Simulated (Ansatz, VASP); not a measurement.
## Sn in VASP and in Ansatz

The input INCAR:

```
SYSTEM = Sn
PREC     = Accurate       ! precision mode
ENCUT    = 600            ! plane-wave cutoff, eV
EDIFF    = 1E-7           ! SCF threshold, eV
ISMEAR   = 0              ! smearing method
SIGMA    = 0.1            ! smearing width, eV
LREAL    = .FALSE.        ! projectors in reciprocal space
LASPH    = .TRUE.         ! aspherical terms in the spheres
NELM     = 100            ! most SCF steps
ALGO     = Fast           ! electronic algorithm
ISIF     = 3              ! what is computed and relaxed
LWAVE    = .FALSE.        ! write WAVECAR
LCHARG   = .FALSE.        ! write CHGCAR
GGA      = PE             ! functional
IBRION   = 2              ! ionic algorithm
NSW      = 90             ! ionic steps
EDIFFG   = -0.04          ! ionic threshold
```

The input KPOINTS:

```
Automatic mesh
0
G
  6 6 6
  0 0 0
```

File POSCAR:

```
Sn
1.0
    4.6671591600      0.0000000000      0.0000000000
   -2.3335795800      4.0418783900      0.0000000000
    0.0000000000      0.0000000000      3.1339830600
Sn
2
Direct
    0.3333333300      0.6666666700      0.0000000000
    0.6666666700      0.3333333300      0.0000000000
```

Input for Ansatz:

```yaml
crystal:
  lattice:
    - [4.66715916, 0.0, 0.0]
    - [-2.33357958, 4.04187839, 0.0]
    - [0.0, 0.0, 3.13398306]
  atoms:
    - { symbol: Sn, position: [0.33333333, 0.66666667, 0.0] }
    - { symbol: Sn, position: [0.66666667, 0.33333333, 0.0] }
basis:
  ecutwfc: 420
kpoints:
  mp_grid: { grid: [6, 6, 6] }
hamiltonian:
  xc: pbe
scf:
  occupations: { method: gaussian, width: 0.1 }
  lower_state_search: "off"
output:
  forces: true
  stress: true
  eigenvalues: true
relax:
  adjacent_minimum: "off"
  f_tol: 0.04
  max_steps: 70
  cell: { stress_tol: 0.4 }
```

Alike in both runs: task relaxation of cell and atoms; functional PBE; k mesh 6 × 6 × 6; occupations gaussian, width 0.1 eV; no spin polarisation.

|  | VASP | Ansatz |
| --- | --- | --- |
| version | VASP 6.6.1 | Ansatz 0.2.0 |
| potentials or method | VASP PAW PBE potentials, release 64 (Sn_d) | scalar-relativistic, plane waves, PAW |
| plane-wave cutoff (eV) | 600 | 420 |
| valence electrons in the cell | 28 | 28 |

Ansatz gave:

```
gap on the k mesh at the Fermi level, each at its own relaxed structure (eV) : none
relaxed volume (Å³/atom)                                                     : 35.42
relaxed cell length with the largest relative difference (Å)                 : 5.089
energy change over the relaxation (meV/atom)                                 : -216
```

Question: What did VASP give for the same quantities?

Answer: gap on the k mesh at the Fermi level, each at its own relaxed structure (eV): none; relaxed volume (Å³/atom): 35.54; relaxed cell length with the largest relative difference (Å): 5.098; energy change over the relaxation (meV/atom): -215.

A gap of «none» marks a metal or a gap that the smearing closes.

Caveats: the volume moved by over 15 % at a fixed basis, so the end points are rough (VASP).
